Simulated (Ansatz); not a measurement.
# 1T-IrSTe bilayer (AB) in a perpendicular field

What dipole does a perpendicular field induce in the 1T-IrSTe bilayer (AB)? A positive field points along +c.

Calculated with Ansatz 0.2.0; plane-wave DFT, PBE-D3(BJ), Ansatz PAW.

## (1) The starting structure

The cell holds 6 atoms: 2 Te, 2 Ir and 2 S. Its edges and angles: a = 3.581 Å, b = 3.581 Å, c = 48.413 Å, α = 90.0°, β = 90.0°, γ = 120.0°. Regions: layer 1: 1T-IrSTe, 3 atoms (1 Te, 1 Ir and 1 S); layer 2: 1T-IrSTe, 3 atoms (1 Te, 1 Ir and 1 S). Vacuum lies along c.

## (2) Relaxation

The starting cell is a guess, so the in-plane lattice and the atoms are relaxed first, with the slab cut off from its images along the normal.

input.yaml reads:

```yaml
crystal:
  lattice:
    - [3.581057, 0.0, 0.0]
    - [-1.7905285, 3.1012863344, 0.0]
    - [0.0, 0.0, 48.4132172999]
  atoms:
    - { symbol: Te, position: [0.6666666667, 0.3333333333, 0.4100119989] }
    - { symbol: Ir, position: [0.0, 0.0, 0.4448758219], spin: 1.0 }
    - { symbol: S, position: [0.3333333333, 0.6666666667, 0.4674675618] }
    - { symbol: Te, position: [0.0, 0.0, 0.5325324382] }
    - { symbol: Ir, position: [0.3333333333, 0.6666666667, 0.5673962612], spin: 1.0 }
    - { symbol: S, position: [0.6666666667, 0.3333333333, 0.5899880011] }
  periodic: [true, true, false]
magnetization:
  spin_polarized: true
kpoints:
  mp_grid: { grid: [12, 12, 1] }
hamiltonian:
  xc: pbe
  dispersion: d3bj
scf:
  occupations: { method: fermi_dirac, width: 0.05 }
  convergence: { dr2_threshold: 1.0e-09 }
relax:
  f_tol: 0.004
  max_steps: 90
  cell: {}
output:
  write_potential: true
  write_density: true
  volumetric_format: npy
```

The run is started by

```bash
ansatz run input.yaml --threads 4 --pin off --max-ram 6144MiB --backend cpu --events-out ev --progress --plain --runs-dir out
```

Numbers of over 12 decimals in the logs are rounded to 6 here.

The log of the run:

```text
Warning: relax.cell: scf.convergence.dr2_threshold = 1e-9 eV is looser than the 1.71338250793e-10 eV advised for a relaxation that steers and ends on the stress (1e-10 eV for each atom of the cell: 6, times the square of relax.cell.stress_2d_tol = 0.05 N/m over 18.7 Å (the atoms' height at the walk's start and 5 Å past either face), 2.672e-2 GPa, over a crystal's default 0.05). What an SCF threshold leaves in a stress goes as its square root, and in the free energy as the threshold itself, and one threshold admits the most on a small cell: [figures from the program's tests cut] Set scf.convergence.dr2_threshold to 1.71338250793e-10 eV or tighter. [rest of the remark cut]
Engine: ansatz 0.2.0, aarch64-unknown-linux-gnu
Pseudopotentials: kind: paw
Pseudopotential: Te, paw, valence charge 16, recommended cutoff 420 eV (normal), Te.paw.azcp
Pseudopotential: Ir, paw, valence charge 17, recommended cutoff 420 eV (normal), Ir.paw.azcp
Pseudopotential: S, paw, valence charge 6, recommended cutoff 420 eV (normal), S.paw.azcp
Functional definition: PBE
  parameter kappa = 0.804
  parameter beta = 0.066725
  exchange = pbe_x(kappa = kappa, mu = beta*pi^2/3)
  correlation = pbe_c(beta = beta)
Crystal: 6 atoms, lattice volume = 537.672 Å³
Basis set: ecut = 420 eV, 10331 PW (Γ), exchange–correlation on 48×48×648 points (8 copies of the dense FFT grid, shifted against one another)
Bands: 48, of which v1, the nominal top of the filled ones, is band 39 counted from 1 (38 counted from 0)
Symmetry: 6 space group operations
Space group: P3m1 (ITA 156), of the structure as read, at distance tolerance 8.1e-5 Å
Magnetic group: BNS 156.49 (UNI 1279), of the structure as read, at distance tolerance 8.1e-5 Å
k-points: 19 of 144 (time reversal used)
Non-local potential: Te, projectors of the file, l = 0: 2, l = 1: 2, l = 2: 2, l = 3: 2
Non-local potential: Ir, projectors of the file, l = 0: 3, l = 1: 2, l = 2: 2, l = 3: 1
Non-local potential: S, projectors of the file, l = 0: 2, l = 1: 2, l = 2: 2
PAW form: soft (Blöchl's): semilocal exchange-correlation on the pseudo side does not see the compensation charge
PAW one-centre angular grid: Te, 590 points (default); XC on 64 Gauss nodes
PAW one-centre angular grid: Ir, 590 points (default); XC on 64 Gauss nodes
PAW one-centre angular grid: S, 110 points (default); XC on 64 Gauss nodes
Initial density: superposition of atomic densities (neutral atoms: chi_scale 0, normalization atom)
Starting moments: Σ|m| = 2 μB on 2 of 6 sites
Initial wavefunctions: pseudopotential atomic-orbital guess
Functional: x = pbe(κ = 0.804, μ = 0.219515), c = pbe(β = 0.066725)
SCF iter   1: F=—  HF=-39636.545225 eV  |F-HF|=—  |Δ(HF+E_count)|=         —  Δρ=1.20e-2 (↑1.20e-2 ↓1.14e-2)  dr2=4.84e0  dr2_m=1.19e-1  M=1.198 μB ∫|m|=1.270 μB  β_m=0.30  ethr=3.10e-3  ⟨swp⟩=22.3  Hψ=14363  notcnv=0  defer=2
Mixer restart at iter 1: flushing history
preconditioner: auto → LDOS  [metal: Δε(μ)=0.012 eV  Ē_g=8.790 eV  σ=0.050 eV  W_gap=0.06  n_scr=30 (ndim 8)  ℏωp=10.4 eV  f_vac=0.739  D(μ)=5.61/eV (n_scr^D=20)]
spin=Collinear: LDOS preconditioning applied to the charge; magnetization (m = ρ↑ − ρ↓) channel mixes plain (no charge-response kernel on spin).
SCF iter   2: F=—  HF=-39636.974367 eV  |F-HF|=—  |Δ(HF+E_count)|=   4.29e-1  Δρ=9.02e-3 (↑9.02e-3 ↓8.74e-3)  dr2=2.37e0  dr2_m=9.73e-2  M=0.979 μB ∫|m|=1.051 μB  β_m=0.63  ethr=3.10e-3  ⟨swp⟩=2.2  Hψ=2331  notcnv=0  defer=119
SCF iter   3: F=—  HF=-39637.750874 eV  |F-HF|=—  |Δ(HF+E_count)|=   7.77e-1  Δρ=3.16e-3 (↑3.16e-3 ↓2.10e-3)  dr2=1.73e-1  dr2_m=2.58e-2  M=0.362 μB ∫|m|=0.433 μB  β_m=0.81  ethr=3.04e-3  ⟨swp⟩=3.4  Hψ=2619  notcnv=0  defer=119
SCF iter   4: F=—  HF=-39637.836153 eV  |F-HF|=—  |Δ(HF+E_count)|=         —  Δρ=1.53e-3 (↑1.29e-3 ↓1.53e-3)  dr2=4.12e-3  dr2_m=8.73e-3  M=0.042 μB ∫|m|=0.074 μB  β_m=0.81  ethr=2.21e-4  ⟨swp⟩=3.7  Hψ=3816  notcnv=0  defer=122
SCF iter   5: F=—  HF=-39637.836859 eV  |F-HF|=—  |Δ(HF+E_count)|=   7.06e-4  Δρ=2.85e-4 (↑2.85e-4 ↓2.68e-4)  dr2=1.01e-3  dr2_m=2.74e-4  M=0.011 μB ∫|m|=0.022 μB  β_m=0.87  ethr=5.28e-6  ⟨swp⟩=3.2  Hψ=4225  notcnv=0  defer=122
SCF iter   6: F=—  HF=-39637.837112 eV  |F-HF|=—  |Δ(HF+E_count)|=   2.53e-4  Δρ=1.07e-4 (↑6.45e-5 ↓1.07e-4)  dr2=1.18e-4  dr2_m=2.22e-5  M=0.003 μB ∫|m|=0.007 μB  β_m=0.83  ethr=1.30e-6  ⟨swp⟩=3.4  Hψ=3774  notcnv=0  defer=122
SCF iter   7: F=—  HF=-39637.837110 eV  |F-HF|=—  |Δ(HF+E_count)|=   1.53e-6  Δρ=3.42e-5 (↑3.42e-5 ↓2.72e-5)  dr2=2.04e-5  dr2_m=1.72e-6  M=0.001 μB ∫|m|=0.002 μB  β_m=0.76  ethr=1.51e-7  ⟨swp⟩=2.9  Hψ=3734  notcnv=0  defer=122
SCF iter   8: F=—  HF=-39637.837112 eV  |F-HF|=—  |Δ(HF+E_count)|=   1.10e-6  Δρ=7.94e-6 (↑7.94e-6 ↓6.89e-6)  dr2=1.32e-6  dr2_m=1.81e-7  M=0.000 μB ∫|m|=0.001 μB  β_m=0.77  ethr=2.61e-8  ⟨swp⟩=3.3  Hψ=3728  notcnv=0  defer=122
SCF iter   9: F=—  HF=-39637.837113 eV  |F-HF|=—  |Δ(HF+E_count)|=   1.04e-6  Δρ=2.99e-6 (↑2.89e-6 ↓2.99e-6)  dr2=1.28e-7  dr2_m=2.54e-8  M=0.000 μB ∫|m|=0.000 μB  β_m=0.73  ethr=1.69e-9  ⟨swp⟩=2.9  Hψ=3659  notcnv=0  defer=122
SCF iter  10: F=—  HF=-39637.837113 eV  |F-HF|=—  |Δ(HF+E_count)|=   4.66e-8  Δρ=1.27e-6 (↑1.27e-6 ↓1.13e-6)  dr2=1.59e-8  dr2_m=5.34e-9  M=0.000 μB ∫|m|=0.000 μB  β_m=0.78  ethr=1.64e-10  ⟨swp⟩=3.4  Hψ=3986  notcnv=0  defer=122
SCF iter  11: F=—  HF=-39637.837113 eV  |F-HF|=—  |Δ(HF+E_count)|=   3.90e-8  Δρ=5.00e-7 (↑4.56e-7 ↓5.00e-7)  dr2=1.87e-9  dr2_m=9.06e-10  M=0.000 μB ∫|m|=0.000 μB  β_m=0.81  ethr=2.04e-11  ⟨swp⟩=3.1  Hψ=3969  notcnv=0  defer=122
SCF iter  12: F=—  HF=-39637.837113 eV  |F-HF|=—  |Δ(HF+E_count)|=   1.67e-8  Δρ=1.42e-7 (↑1.42e-7 ↓1.36e-7)  dr2=3.28e-10  dr2_m=5.54e-11  M=0.000 μB ∫|m|=0.000 μB  β_m=0.75  ethr=2.39e-12  ⟨swp⟩=3.2  Hψ=4149  notcnv=0  defer=122
SCF iter  13: F=-39637.837113 eV  HF=-39637.837113 eV  |F-HF|=8.15e-10  |Δ(HF+E_count)|=  8.44e-10  Δρ=6.31e-8 (↑5.09e-8 ↓6.31e-8)  dr2=5.60e-11  dr2_m=6.63e-12  M=0.000 μB ∫|m|=0.000 μB  ethr=1.00e-12  ⟨swp⟩=7.6  Hψ=13224  notcnv=0
WARN: the starting moments were not kept: the SCF closed with an absolute magnetisation of 5.8e-6 μB, where they sum to 2 μB in size (2 sites). That is at most 0.1 of that sum. Measured as dr2_m measures the in/out step, that magnetisation stands 2.7e-12 eV from none, at or under the dr2_threshold of 1.0e-9 eV: it is no larger than a step whose dr2_m would equal this threshold. The system may hold no moment; this SCF [...]
SCF 1 converged in 13 iterations: F = -39637.837113 eV  dr2 = 5.60e-11
[...]
preconditioner: auto → LDOS  [metal: Δε(μ)=0.009 eV  Ē_g=8.526 eV  σ=0.050 eV  W_gap=0.04  n_scr=24 (ndim 8)  ℏωp=10.5 eV  f_vac=0.740  D(μ)=2.47/eV (n_scr^D=14)]
spin=Collinear: LDOS preconditioning applied to the charge; magnetization (m = ρ↑ − ρ↓) channel mixes plain (no charge-response kernel on spin).
SCF iter   2: F=—  HF=-39637.918596 eV  |F-HF|=—  |Δ(HF+E_count)|=   2.58e-4  Δρ=4.88e-6 (↑4.88e-6 ↓4.87e-6)  dr2=1.83e-7  dr2_m=1.37e-11  M=0.000 μB ∫|m|=0.000 μB  β_m=0.54  ethr=2.33e-9  ⟨swp⟩=2.9  Hψ=3812  notcnv=0
SCF iter   3: F=—  HF=-39637.918596 eV  |F-HF|=—  |Δ(HF+E_count)|=   2.47e-7  Δρ=1.53e-6 (↑1.53e-6 ↓1.53e-6)  dr2=1.19e-8  dr2_m=3.42e-12  M=0.000 μB ∫|m|=0.000 μB  β_m=0.58  ethr=2.35e-10  ⟨swp⟩=3.2  Hψ=3396  notcnv=0
SCF iter   4: F=—  HF=-39637.918596 eV  |F-HF|=—  |Δ(HF+E_count)|=   1.31e-7  Δρ=3.99e-7 (↑3.98e-7 ↓3.99e-7)  dr2=1.00e-9  dr2_m=8.54e-13  M=0.000 μB ∫|m|=0.000 μB  β_m=0.63  ethr=1.52e-11  ⟨swp⟩=3.2  Hψ=3951  notcnv=0
iter 5 met the thresholds in force, and the SCF goes on: an eigenvalue changes by 2.46 meV, over its tolerance of 0.05 meV (output.eigenvalues, Limitations)
SCF iter   5: F=-39637.918596 eV  HF=-39637.918596 eV  |F-HF|=1.09e-8  |Δ(HF+E_count)|=   4.27e-8  Δρ=1.16e-7 (↑1.15e-7 ↓1.16e-7)  dr2=1.92e-10  dr2_m=1.73e-13  M=0.000 μB ∫|m|=0.000 μB  β_m=0.62  ethr=1.28e-12  ⟨swp⟩=15.9  Hψ=15357  notcnv=0
iter 6 met the thresholds in force, and the SCF goes on: an eigenvalue changes by 2.14 meV, over its tolerance of 0.05 meV (output.eigenvalues, Limitations)
SCF iter   6: F=-39637.918596 eV  HF=-39637.918596 eV  |F-HF|=1.02e-9  |Δ(HF+E_count)|=   9.30e-9  Δρ=2.27e-8 (↑2.18e-8 ↓2.27e-8)  dr2=2.13e-11  dr2_m=4.13e-14  M=0.000 μB ∫|m|=0.000 μB  β_m=1.00  ethr=1.00e-12  ⟨swp⟩=9.1  Hψ=11422  notcnv=0
Mixer restart at iter 6: flushing history
SCF iter   7: F=-39637.918596 eV  HF=-39637.918596 eV  |F-HF|=1.68e-9  |Δ(HF+E_count)|=   1.41e-9  Δρ=3.50e-8 (↑3.50e-8 ↓3.44e-8)  dr2=1.35e-9  dr2_m=2.50e-15  M=0.000 μB ∫|m|=0.000 μB  β_m=1.00  ethr=1.00e-12  ⟨swp⟩=1.2  Hψ=1846  notcnv=0  κ⁻¹=1.0e0(r=1)
SCF iter   8: F=-39637.918596 eV  HF=-39637.918596 eV  |F-HF|=1.45e-9  |Δ(HF+E_count)|=  2.91e-11  Δρ=4.47e-8 (↑4.47e-8 ↓4.46e-8)  dr2=1.32e-9  dr2_m=3.12e-15  M=0.000 μB ∫|m|=0.000 μB  β_m=1.00  ethr=1.00e-12  ⟨swp⟩=1.1  Hψ=1827  notcnv=0  κ⁻¹=2.1e-2(r=2)
SCF iter   9: F=-39637.918596 eV  HF=-39637.918596 eV  |F-HF|=2.98e-10  |Δ(HF+E_count)|=  3.64e-11  Δρ=2.45e-8 (↑2.40e-8 ↓2.45e-8)  dr2=1.59e-10  dr2_m=3.29e-15  M=0.000 μB ∫|m|=0.000 μB  ethr=1.00e-12  ⟨swp⟩=8.6  Hψ=10076  notcnv=0
the starting moments were not kept: the SCF closed with an absolute magnetisation of 1.4e-7 μB, where they sum to 2 μB in size (2 sites). That is at most 0.1 of that sum. Measured as dr2_m measures the in/out step, that magnetisation stands 8.1e-16 eV from none, at or under the dr2_threshold of 1.0e-9 eV: it is no larger than a step whose dr2_m would equal this threshold.
SCF 10 converged in 9 iterations: F = -39637.918596 eV  dr2 = 1.59e-10
relax step  10: F+E_penalty+E_count = -39637.91859631 eV  Δ(F+E_penalty+E_count) = +9.040e-4 eV  max|allowed force component| = 2.533e-4 eV/Å  Δτ_max = 0.0000 Å  P = +0.004 N/m  Ω = 521.363 Å³  fix = [c, alpha, beta]  reactions: c +0.000 N/m  stress off target by 4.21e-3 N/m on what of the cell is left free  SCF on the basis re-selected at this cell (its energy is not comparable with the rows above)  (9 SCF iters)
basis re-selected at this cell: Δ(F+E_penalty+E_count) = +9.040e-4 eV, ΔP = +0.006 N/m vs the last step (what re-selecting the basis moved, of the pressure what is left beyond the Pulay correction that the steps carried, after the strain that the cell walked since its last selection, with what the two solves' SCF thresholds leave and, on support functions, any second-order correction that the steps lacked; it is no m [...]
WARN: The output density's exchange-correlation potential varies sharply where the density is thin. Do not read a vacuum level from v_tot or v_xc, or from such a field of the output density. On a cell that repeats whose density bears no net charge and no dipole along the vacuum's axis use v_es (v_loc + v_h of the components); under efield.dipole_correction with no amplitude use v_es + v_field, which holds any externa [...]
SCF converged after 9 iterations
an eigenvalue changed by more than its tolerance at an iteration that met the thresholds in force, so the SCF went on 2 times, its first undamped step at iteration 6: the last check found none over its tolerance
Magnetization: 0.0000 μB (39.0000 up, 39.0000 down)
Absolute magnetization: 0.0000 μB (∫|ρ↑−ρ↓|, with the PAW one-centre terms)
Spin contamination: 0.0000 ħ² per cell (⟨S²⟩ above its minimum at these occupations)
Per-site moments (μB) at R_I (Å): [(-7.582875308238505e-9, 1.130088), (4.079850634676603e-9, 0.958028), (6.876851923116296e-9, 0.958028), (1.6853555181004952e-8, 1.137201), (4.997837700936043e-9, 0.956773), (-9.43833372750865e-9, 0.956773)]
Free energy (F): -39637.918596 eV
Harris-Foulkes:  -39637.918596 eV  (|F-HF|=2.98e-10)
Internal energy: -39637.899109 eV  (E = F + TS)
E sigma→0 (E₀):  -39637.908852 eV
Entropy (-TS):   -0.019488 eV (-3.248 meV/atom)
Fermi energy:    -4.755857 eV
--- Per-component energies (eV) ---
  E_band       = -2295.075738
  E_kinetic    = 1825.685298
  E_local      = -438130.479839  (includes V_loc(G=0)·N_el)
  E_nonlocal   = -416.319013
  E_hartree    = 218322.543868
  E_xc         = -978.789323
  E_vxc        = -983.434942  (∫ρ·V_xc dr)
  E_paw        = -28973.455271  (= ΣΔE_a)
  E_vpaw       = -1235.611008  (= ΣTr[D̂ρ^β])
  E_aug_tail   = -0.000237  (compensation charges beyond the density's cutoff)
  E_ewald      = 208715.306184
  E_disp       = -2.390775  (pairwise vdW)
  E_smearing   = -0.019488  (= −TS)
  E_closure    = -0.000000  (closes the sum)
  Σ components = -39637.918596   (vs F -39637.918596, Δ=0.00e0)
--- Forces (eV/Å), atoms counted from 1 ---
  atom   1  Te     0.00000000     0.00000000    -0.00023903
  atom   2  Ir     0.00000000     0.00000000    -0.00024058
  atom   3  S      0.00000000     0.00000000     0.00023120
  atom   4  Te     0.00000000     0.00000000    -0.00014165
  atom   5  Ir     0.00000000     0.00000000     0.00025372
  atom   6  S      0.00000000     0.00000000     0.00013877
  max |Σ_I F_I| component: 2.42e-6 eV/Å
--- 2D stress c σ (N/m, compression-positive) ---
        0.004209       0.000000       0.000000
       -0.000000       0.004209      -0.000000
        0.000000      -0.000000       0.000000
  P = ½ c Tr σ = 0.0042 N/m
--- Band table (eV; the first three rows and the last of 38) ---
  k-point 0 ↑: bands = [... 35 lower, -4.7518, -4.4058, -4.4058, -4.2010, -4.2010, -1.6306, -1.6306, -1.4757, ... 5 higher]
  k-point 1 ↑: bands = [... 35 lower, -5.2067, -4.3964, -4.2085, -4.1843, -4.1289, -2.2776, -2.0621, -1.8288, ... 5 higher]
  k-point 2 ↑: bands = [... 35 lower, -5.7787, -4.4631, -4.4449, -4.2359, -4.2329, -3.0415, -2.8383, -2.1724, ... 5 higher]
  k-point 18 ↓: bands = [... 35 lower, -6.4320, -5.9860, -5.8437, -5.4784, -5.4664, -4.0180, -3.9818, -2.2746, ... 5 higher]
  the weakly bound empty levels are not read free of the cell's end (no_gap_told)
--- Relaxed structure (9 steps of the walk, 9 accepted, 1 SCFs on fresh bases) ---
  F+E_penalty+E_count = -39637.91859631 eV   max|allowed force component| = 2.533e-4 eV/Å   (the final SCF, on the basis selected at the relaxed cell)
  cell:  # Å, volume = 521.3629 Å³
    - [3.526328, 0, 0]
    - [-1.763164, 3.053890, 0]
    - [0, 0, 48.4132172999]
  atoms:
    - { symbol: Te, position: [0.666667, 0.333333, 0.408376] }
    - { symbol: Ir, position: [2.3649577037288443e-18, 0, 0.446240] }
    - { symbol: S, position: [0.333333, 0.666667, 0.469324] }
    - { symbol: Te, position: [-5.2044372847863505e-18, 0, 0.529530] }
    - { symbol: Ir, position: [0.333333, 0.666667, 0.567924] }
    - { symbol: S, position: [0.666667, 0.333333, 0.590878] }
```

Elapsed: 5.2 min, on 4 threads of Arm Neoverse V1, shared host; peak memory 1.4 GiB.

Step by step:

```
step  energy less that of the first step (eV)  largest force component (eV/Å)  volume (Å³)
   1                                   0.0000                          0.7828       537.67
   2                                  -0.0189                          0.5473       540.49
   3                                  -0.0727                          0.1667       534.54
   4                                  -0.0735                          0.1899       532.00
   5                                  -0.0769                          0.1175       531.04
   6                                  -0.0799                          0.0841       528.04
   7                                  -0.0818                          0.0622       523.65
   8                                  -0.0824                          0.0043       521.54
   9                                  -0.0824                          0.0004       521.36
 10*                                  -0.0815                          0.0003       521.36
```

Relaxation steps marked * repeat the geometry before them on a plane-wave basis chosen anew for their cell, so energy and pressure can jump there.

The run keeps the 6 symmetry operations that it works with, so distortions that break them were not tested.

```csv
cell as run,before,after,change
a (Å),3.581,3.526,-1.5 %
b (Å),3.581,3.526,-1.5 %
```

The atoms that moved most (Å, along periodic axes as changes of fractional coordinates times the final cell, across vacuum about the mean position):

```
atom     dx     dy      dz  length
 Te4  0.000  0.000  -0.145   0.145
  S3  0.000  0.000   0.090   0.090
 Te1  0.000  0.000  -0.079   0.079
 Ir2  0.000  0.000   0.066   0.066
  S6  0.000  0.000   0.043   0.043
 Ir5  0.000  0.000   0.026   0.026
```

Final coordinates:

```xyz
6
Lattice="3.5263 0.0000 0.0000 -1.7632 3.0539 0.0000 0.0000 0.0000 48.4132" Properties=species:S:1:pos:R:3
Te    1.7632    1.0180   19.7708
Ir    0.0000    0.0000   21.6039
S     0.0000    2.0359   22.7215
Te    0.0000    0.0000   25.6362
Ir    0.0000    2.0359   27.4951
S     1.7632    1.0180   28.6063
```

This step gave:

```
energy at zero smearing : -39637.9089 eV
```

The lattice constant a goes from 3.581 to 3.526 Å.

(Continued in part 2 of 3.)

[Logs are printed without paths, hosts, clocks, repeated set-up lines and the standing remarks that a program may print on its own settings, such as how far it seeks lower states.]

[Hosts, paths, dates, database ids (printed as entryN), source tags and the programs' standing remarks are cut or masked in the printed files.]

[Maps of the electrostatic potential energy from Ansatz leave out the sawtooth potential of an applied field or a dipole correction, so their vacuum need not be flat; planar profiles and work functions include it.]
